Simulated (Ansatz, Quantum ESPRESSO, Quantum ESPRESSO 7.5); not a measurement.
# 1 layers of Li in Pt(111), on the host's sites: ballistic transmission

How well does the junction conduct in the ballistic limit? It is: 1 layers of Li in Pt(111), on the host's sites.

Calculated with Quantum ESPRESSO 7.5; plane-wave DFT, PBE, GBRV ultrasoft pseudopotentials (cross-check by Ansatz 0.2.0 with PAW datasets).

### 1. Set-up

The cell holds 21 atoms: 20 Pt and 1 Li. Cell: a = 2.807 Å, b = 2.807 Å, c = 48.824 Å, α = 90.0°, β = 90.0°, γ = 60.0°. It derives from Pt. Regions: left lead, 9 atoms (9 Pt); channel, 3 atoms (1 Li and 2 Pt); right lead, 9 atoms (9 Pt). The structure is stacked along c, and the current runs across the ab planes.

### 2. Ground state

One periodic cell holds a stretch of lead, the junction and more lead; the atoms stay as built.

Input file scf.in:

```
&control
  prefix = 'scf'
  outdir = './out'
  pseudo_dir = './pseudo'
  calculation = 'scf'
  tprnfor = .true.
/
&system
  ibrav = 0
  nat = 21
  ntyp = 2
  ecutwfc = 40
  ecutrho = 200
  occupations = 'smearing'
  smearing = 'mv'
  degauss = 0.01
/
&electrons
  conv_thr = 1e-07
  mixing_beta = 0.25
  electron_maxstep = 120
  mixing_mode = 'local-TF'
/
ATOMIC_SPECIES
  Pt  195.0840  pt_pbe_v1.4.uspp.F.UPF
  Li  6.9400  li_pbe_v1.4.uspp.F.UPF
CELL_PARAMETERS angstrom
  2.80721392131059 0.00000000000000 0.00000000000000
  1.40360696065530 2.43111856971230 0.00000000000000
  0.00000000000000 0.00000000000000 48.82399620960592
ATOMIC_POSITIONS crystal
  Pt  0.000000000000 0.000000000000 0.000000000000
  Pt  0.333333333000 0.333333333000 0.046945779670
  Pt  0.666666667000 0.666666667000 0.093891559341
  Pt  0.000000000000 0.000000000000 0.140837339011
  Pt  0.333333333000 0.333333333000 0.187783118681
  Pt  0.666666667000 0.666666667000 0.234728898352
  Pt  0.000000000000 0.000000000000 0.281674678022
  Pt  0.333333333000 0.333333333000 0.328620457693
  Pt  0.666666667000 0.666666667000 0.375566237363
  Li  0.000000000000 0.000000000000 0.429581330494
  Pt  0.333333333000 0.333333333000 0.483596423626
  Pt  0.666666667000 0.666666667000 0.530542203296
  Pt  0.000000000000 0.000000000000 0.577487982967
  Pt  0.333333333000 0.333333333000 0.624433762637
  Pt  0.666666667000 0.666666667000 0.671379542307
  Pt  0.000000000000 0.000000000000 0.718325321978
  Pt  0.333333333000 0.333333333000 0.765271101648
  Pt  0.666666667000 0.666666667000 0.812216881319
  Pt  0.000000000000 0.000000000000 0.859162660989
  Pt  0.333333333000 0.333333333000 0.906108440659
  Pt  0.666666667000 0.666666667000 0.953054220330
K_POINTS automatic
  10 10 1 0 0 0
```

Run with:

```
$ OMP_NUM_THREADS=1 mpirun -n 8 pw.x -nk 4 -in scf.in > scf.out
```

Log:

```text
Program PWSCF v.7.5 starts
[citation notice left out]

     Parallel version (MPI & OpenMP), running on       8 processor cores
     Number of MPI processes:                 8
     Threads/MPI process:                     1

     MPI processes distributed on     1 nodes
[...]
Current dimensions of program PWSCF are:
     Max number of different atomic species (ntypx) = 10
     Max number of k-points (npk) =  40000
     Max angular momentum in pseudopotentials (lmaxx) =  4
     Message from routine setup:
     using ibrav=0 with symmetry is DISCOURAGED, use correct ibrav instead

     K-points division:     npool     =       4
     R & G space division:  proc/nbgrp/npool/nimage =       2
     Subspace diagonalization in iterative solution of the eigenvalue problem:
     a serial algorithm will be used

     Parallelization info
     --------------------
     sticks:   dense  smooth     PW     G-vecs:    dense   smooth      PW
     Min         189     156     48                53501    38584    6920
     Max         190     157     49                53564    38599    6947
     Sum         379     313     97               107065    77183   13867

     Using Slab Decomposition

     bravais-lattice index     =            0
     lattice parameter (alat)  =       5.3049  a.u.
     unit-cell volume          =    2248.5967 (a.u.)^3
     number of atoms/cell      =           21
     number of atomic types    =            2
     number of electrons       =       323.00
     number of Kohn-Sham states=          194
     kinetic-energy cutoff     =      40.0000  Ry
     charge density cutoff     =     200.0000  Ry
     scf convergence threshold =      1.0E-07
     mixing beta               =       0.2500
     number of iterations used =            8  local-TF  mixing
     Exchange-correlation=  SLA  PW   PBX  PBC
                           (   1   4   3   4   0   0   0)

     celldm(1)=   5.304865  celldm(2)=   0.000000  celldm(3)=   0.000000
     celldm(4)=   0.000000  celldm(5)=   0.000000  celldm(6)=   0.000000

     crystal axes: (cart. coord. in units of alat)
               a(1) = (   1.000000   0.000000   0.000000 )
               a(2) = (   0.500000   0.866025   0.000000 )
               a(3) = (   0.000000   0.000000  17.392332 )

     reciprocal axes: (cart. coord. in units 2 pi/alat)
               b(1) = (  1.000000 -0.577350  0.000000 )
               b(2) = (  0.000000  1.154701  0.000000 )
               b(3) = (  0.000000  0.000000  0.057497 )

     PseudoPot. # 1 for Pt read from file:
     ./pseudo/pt_pbe_v1.4.uspp.F.UPF
     Pseudo is Ultrasoft + core correction, Zval = 16.0
     Generated by new atomic code, or converted to UPF format
     Using radial grid of  985 points,  6 beta functions with:
                l(1) =   0
                l(2) =   0
                l(3) =   1
                l(4) =   1
                l(5) =   2
                l(6) =   2
     Q(r) pseudized with  8 coefficients,  rinner =    1.300   1.300   1.300
                                                       1.300   1.300

     PseudoPot. # 2 for Li read from file:
     ./pseudo/li_pbe_v1.4.uspp.F.UPF
     Pseudo is Ultrasoft, Zval =  3.0
     Generated by new atomic code, or converted to UPF format
     Using radial grid of  751 points,  5 beta functions with:
                l(1) =   0
                l(2) =   0
                l(3) =   0
                l(4) =   1
                l(5) =   1
     Q(r) pseudized with 10 coefficients,  rinner =    1.150   1.150   1.150

     atomic species   valence    mass     pseudopotential
     Pt               16.00   195.08400     Pt( 1.00)
     Li                3.00     6.94000     Li( 1.00)

      6 Sym. Ops. (no inversion) found

   Cartesian axes

     site n.     atom                  positions (alat units)
         1        Pt     tau(   1) = (   0.0000000   0.0000000   0.0000000  )
         2        Pt     tau(   2) = (   0.5000000   0.2886751   0.8164966  )
         3        Pt     tau(   3) = (   1.0000000   0.5773503   1.6329932  )
         4        Pt     tau(   4) = (   0.0000000   0.0000000   2.4494897  )
         5        Pt     tau(   5) = (   0.5000000   0.2886751   3.2659863  )
         6        Pt     tau(   6) = (   1.0000000   0.5773503   4.0824829  )
         7        Pt     tau(   7) = (   0.0000000   0.0000000   4.8989795  )
         8        Pt     tau(   8) = (   0.5000000   0.2886751   5.7154761  )
         9        Pt     tau(   9) = (   1.0000000   0.5773503   6.5319726  )
        10        Li     tau(  10) = (   0.0000000   0.0000000   7.4714211  )
        11        Pt     tau(  11) = (   0.5000000   0.2886751   8.4108695  )
        12        Pt     tau(  12) = (   1.0000000   0.5773503   9.2273661  )
        13        Pt     tau(  13) = (   0.0000000   0.0000000  10.0438627  )
        14        Pt     tau(  14) = (   0.5000000   0.2886751  10.8603592  )
        15        Pt     tau(  15) = (   1.0000000   0.5773503  11.6768558  )
        16        Pt     tau(  16) = (   0.0000000   0.0000000  12.4933524  )
        17        Pt     tau(  17) = (   0.5000000   0.2886751  13.3098490  )
        18        Pt     tau(  18) = (   1.0000000   0.5773503  14.1263456  )
        19        Pt     tau(  19) = (   0.0000000   0.0000000  14.9428421  )
        20        Pt     tau(  20) = (   0.5000000   0.2886751  15.7593387  )
        21        Pt     tau(  21) = (   1.0000000   0.5773503  16.5758353  )

     number of k points=    14  Marzari-Vanderbilt smearing, width (Ry)=  0.0100
                       cart. coord. in units 2pi/alat
        k(    1) = (   0.0000000   0.0000000   0.0000000), wk =   0.0200000
        k(    2) = (   0.0000000   0.1154701   0.0000000), wk =   0.1200000
        k(    3) = (   0.0000000   0.2309401   0.0000000), wk =   0.1200000
        k(    4) = (   0.0000000   0.3464102   0.0000000), wk =   0.1200000
        k(    5) = (   0.0000000   0.4618802   0.0000000), wk =   0.1200000
        k(    6) = (   0.0000000  -0.5773503   0.0000000), wk =   0.0600000
        k(    7) = (   0.1000000   0.1732051   0.0000000), wk =   0.1200000
        k(    8) = (   0.1000000   0.2886751   0.0000000), wk =   0.2400000
        k(    9) = (   0.1000000   0.4041452   0.0000000), wk =   0.2400000
        k(   10) = (   0.1000000  -0.6350853   0.0000000), wk =   0.2400000
[...]
k(   14) = (   0.3000000  -0.6350853   0.0000000), wk =   0.1200000

     Dense  grid:   107065 G-vectors     FFT dimensions: (  24,  24, 432)

     Smooth grid:    77183 G-vectors     FFT dimensions: (  24,  24, 375)

[...]
-32.4106 -32.4073 -32.4003 -32.3996 -32.3927 -32.3890 -32.3858 -32.3789
   -32.3767 -32.3714 -32.3648 -32.3644 -32.3576 -32.3553 -32.3518 -32.3487
   -32.3461 -32.3434 -32.3407 -32.3356 -32.3351 -32.3351 -32.2884 -32.2883
   -32.1555 -32.1555 -31.9671 -31.9671 -26.1487  12.7764  12.8243  12.9022
    13.0078  13.1301  13.2623  13.3977  13.5286  13.6566  13.7847  13.9058
    14.0108  14.1039  14.2039  14.3205  14.4472  14.5412  14.5690  14.5998
    14.6730  14.7065  14.7885  14.8086  14.8654  14.9157  15.0394  15.1755
    15.3182  15.4654  15.6121  15.7519  15.8782  15.9625  16.0671  16.1231
    16.2183  16.2392  16.3497  16.3768  16.4677  16.5201  16.5891  16.6379
    16.6675  16.7549  16.8240  16.8544  16.8562  16.8671  16.8689  16.8914
    16.9108  16.9636  16.9836  17.0390  17.0860  17.1715  17.2109  17.2651
    17.3121  17.3551  17.4205  17.5118  17.5143  17.5960  17.6836  17.6879
    17.7567  17.8539  18.0146  18.1568  18.2801  18.3919  18.4709  18.4989
    18.6032  18.6278  18.6659  18.6919  18.7030  18.7345  18.7948  18.8203
    18.8325  18.8627  18.8764  18.9146  18.9410  18.9772  18.9938  19.0451
    19.1090  19.1652  19.1686  19.2245  19.2917  19.3621  19.4269  19.4619
    19.4783  19.5142  19.5548  19.6439  19.7852  19.9179  19.9450  20.0929
    20.1696  20.2139  20.3019  20.3560  20.7566  21.1570  21.5648  22.2653
    22.4465  23.0109  23.7306  23.7997  24.5658  25.2530  25.6765  26.8820
    26.9123  28.2385  28.5418  29.1111  29.5764  29.6354  29.8161  30.0297
    30.2312  30.3660

          k = 0.0000 0.4619 0.0000 (  9594 PWs)   bands (ev):

   -32.6842 -32.6820 -32.6769 -32.6706 -32.6677 -32.6669 -32.6609 -32.6573
   -32.6497 -32.6462 -32.6380 -32.6353 -32.6272 -32.6256 -32.6156 -32.6083
   -32.5935 -32.5934 -32.5330 -32.5221 -32.5080 -32.4906 -32.4749 -32.4621
   -32.4526 -32.4515 -32.4510 -32.4478 -32.4445 -32.4418 -32.4383 -32.4359
   -32.4331 -32.4287 -32.4265 -32.4210 -32.4165 -32.4128 -32.4053 -32.4036
   -32.3977 -32.3919 -32.3895 -32.3820 -32.3816 -32.3746 -32.3714 -32.3682
   -32.3621 -32.3599 -32.3592 -32.3533 -32.3531 -32.3531 -32.3282 -32.3282
   -32.1744 -32.1744 -31.9621 -31.9620 -26.1411  13.2041  13.2591  13.3498
    13.4729  13.6173  13.6320  13.6665  13.7220  13.7711  13.7968  13.8761
    13.9170  13.9618  14.0013  14.0743  14.0868  14.1270  14.1923  14.2019
    14.2963  14.3261  14.4181  14.4517  14.5349  14.5615  14.6012  14.7639
    14.9642  15.1796  15.4006  15.5990  15.7591  15.9224  16.0982  16.2711
    16.4067  16.4934  16.4994  16.5618  16.5896  16.6261  16.6451  16.6506
    16.6937  16.7749  16.8355  16.8888  16.8899  17.0069  17.0320  17.1670
    17.1992  17.2472  17.3897  17.4649  17.5419  17.6019  17.7685  17.8320
    17.8862  18.0774  18.0777  18.1932  18.3319  18.3486  18.4892  18.5903
    18.7227  18.8443  18.8984  19.0872  19.1369  19.2944  19.3061  19.4972
    19.5714  19.6543  19.7603  19.7702  19.7793  19.7888  19.8150  19.8475
    19.8651  19.8836  19.8851  19.8860  19.9273  19.9668  19.9722  20.0107
    20.0164  20.0373  20.0578  20.0842  20.0878  20.0987  20.1036  20.1390
    20.1751  20.2130  20.2398  20.2967  20.3289  20.3624  20.4067  20.4166
    20.4510  20.4582  20.4732  20.7051  21.4219  21.7520  22.4088  22.9983
    23.3699  24.2254  24.3156  25.0104  25.4258  25.6934  26.0636  26.2982
    26.3733  26.4687  26.4894  26.5790  26.7487  27.1203  27.3549  27.5913
    28.0947  28.3782

          k = 0.0000-0.5774 0.0000 (  9600 PWs)   bands (ev):

   -32.7126 -32.7104 -32.7054 -32.6960 -32.6898 -32.6871 -32.6859 -32.6815
   -32.6748 -32.6718 -32.6640 -32.6625 -32.6529 -32.6528 -32.6457 -32.6454
   -32.6208 -32.6207 -32.4786 -32.4770 -32.4753 -32.4717 -32.4705 -32.4677
   -32.4645 -32.4604 -32.4602 -32.4596 -32.4589 -32.4564 -32.4558 -32.4503
   -32.4465 -32.4442 -32.4368 -32.4318 -32.4289 -32.4205 -32.4162 -32.4127
   -32.4049 -32.4031 -32.3965 -32.3914 -32.3887 -32.3811 -32.3799 -32.3746
   -32.3682 -32.3675 -32.3653 -32.3604 -32.3600 -32.3599 -32.3377 -32.3377
   -32.1816 -32.1816 -31.9602 -31.9602 -26.1382  13.2287  13.2852  13.3780
    13.4917  13.5051  13.5349  13.6052  13.6546  13.6992  13.8050  13.8210
    13.9199  13.9272  13.9669  13.9812  14.0307  14.0363  14.1212  14.1302
    14.1378  14.2115  14.2135  14.2650  14.3916  14.4231  14.4529  14.6281
    14.8446  15.0872  15.3345  15.5784  15.7790  15.9392  16.0653  16.1811
    16.2860  16.3779  16.4483  16.4970  16.5255  16.5550  16.6058  16.6903
    16.8100  16.8228  16.8315  16.9580  17.0248  17.0352  17.1332  17.3021
    17.3292  17.3327  17.5569  17.6755  17.6809  17.8002  18.0312  18.0628
    18.0894  18.3363  18.4854  18.5122  18.6194  18.8562  18.9017  18.9719
    19.1804  19.3648  19.4088  19.4412  19.6788  19.7401  19.8369  19.8726
    20.0154  20.1044  20.1506  20.1515  20.1968  20.2000  20.2068  20.2187
    20.2225  20.2325  20.2492  20.2674  20.2870  20.3073  20.3291  20.3523
    20.3763  20.4016  20.4294  20.4622  20.5016  20.5246  20.5466  20.5552
    20.5844  20.6067  20.6182  21.0674  21.3470  21.8108  22.0079  22.0649
    22.2382  22.3463  22.4370  22.5788  22.6811  22.7507  22.8636  22.9483
    23.0002  23.0318  23.0989  23.1333  23.1552  23.1600  25.0505  25.7452
    25.7872  25.8422  25.9691  26.0489  26.3114  26.3603  26.8000  26.8237
    27.3665  27.4576

[...]
the Fermi energy is    20.1752 ev

!    total energy              =   -4228.38837275 Ry
     estimated scf accuracy    <       0.00000006 Ry
     smearing contrib. (-TS)   =       0.00057304 Ry
     internal energy E=F+TS    =   -4228.38894579 Ry

     The total energy is F=E-TS. E is the sum of the following terms:
     one-electron contribution =   -2734.88363618 Ry
     hartree contribution      =    1633.69748047 Ry
     xc contribution           =   -1141.19141909 Ry
     ewald contribution        =   -1986.01137100 Ry

     convergence has been achieved in  27 iterations

     negative rho (up, down):  3.456E+00 0.000E+00

     Forces acting on atoms (cartesian axes, Ry/au):

     atom    1 type  1   force =     0.00000000    0.00000000    0.00030581
     atom    2 type  1   force =     0.00000000    0.00000000   -0.00054583
     atom    3 type  1   force =     0.00000000    0.00000000    0.00004730
     atom    4 type  1   force =     0.00000000    0.00000000    0.00047970
     atom    5 type  1   force =     0.00000000    0.00000000   -0.00010526
     atom    6 type  1   force =     0.00000000    0.00000000    0.00113443
     atom    7 type  1   force =     0.00000000    0.00000000   -0.00344705
     atom    8 type  1   force =     0.00000000    0.00000000   -0.00774535
     atom    9 type  1   force =     0.00000000    0.00000000    0.04224807
     atom   10 type  2   force =     0.00000000    0.00000000    0.00000902
     atom   11 type  1   force =     0.00000000    0.00000000   -0.04224871
     atom   12 type  1   force =     0.00000000    0.00000000    0.00774838
     atom   13 type  1   force =     0.00000000    0.00000000    0.00344665
     atom   14 type  1   force =     0.00000000    0.00000000   -0.00113670
     atom   15 type  1   force =     0.00000000    0.00000000    0.00010768
     atom   16 type  1   force =     0.00000000    0.00000000   -0.00048120
     atom   17 type  1   force =     0.00000000    0.00000000   -0.00005072
     atom   18 type  1   force =     0.00000000    0.00000000    0.00054469
     atom   19 type  1   force =     0.00000000    0.00000000   -0.00030736
     atom   20 type  1   force =     0.00000000    0.00000000    0.00045746
     atom   21 type  1   force =     0.00000000    0.00000000   -0.00046102

     Total force =     0.060975     Total SCF correction =     0.001742

[...]
=------------------------------------------------------------------------------=
   JOB DONE.
=------------------------------------------------------------------------------=
```

Run time: 11 min. Hardware: 8 MPI ranks of Arm Neoverse N1, shared host; peak memory 2 GiB.

This step gave:

* free energy: -57530.1546 eV
* Fermi energy: 20.18 eV

The program's own clock; routines nest. Time by routine:

```
     routine  wall time (s)   calls
       PWSCF          686.3       1
   electrons          672.2       1
     c_bands          594.8      27
     cegterg          566.7     108
       h_psi          296.6     422
        fftw          211.7  118816
    vloc_psi          190.6     422
      calbec          77.71     546
    sum_band          69.34      27
h_psi:calbec           52.3     422
  add_vuspsi          51.83     422
       s_psi          51.61     422
     cdiaghg          37.75     418
    init_run           9.97       1
```

The run needed 27 iterations to bring the estimated error under 1e-07 Ry; the largest force on any atom, held or free, is 1.09 eV/Å.

(Continued in part 2 of 4.)

[Logs are printed without paths, hosts, clocks, repeated set-up lines and the standing remarks that a program may print on its own settings, such as how far it seeks lower states.]

[Hosts, paths, dates, database ids (printed as entryN), source tags and the programs' standing remarks are cut or masked in the printed files.]

[Maps of the electrostatic potential energy from Ansatz leave out the sawtooth potential of an applied field or a dipole correction, so their vacuum need not be flat; planar profiles and work functions include it.]
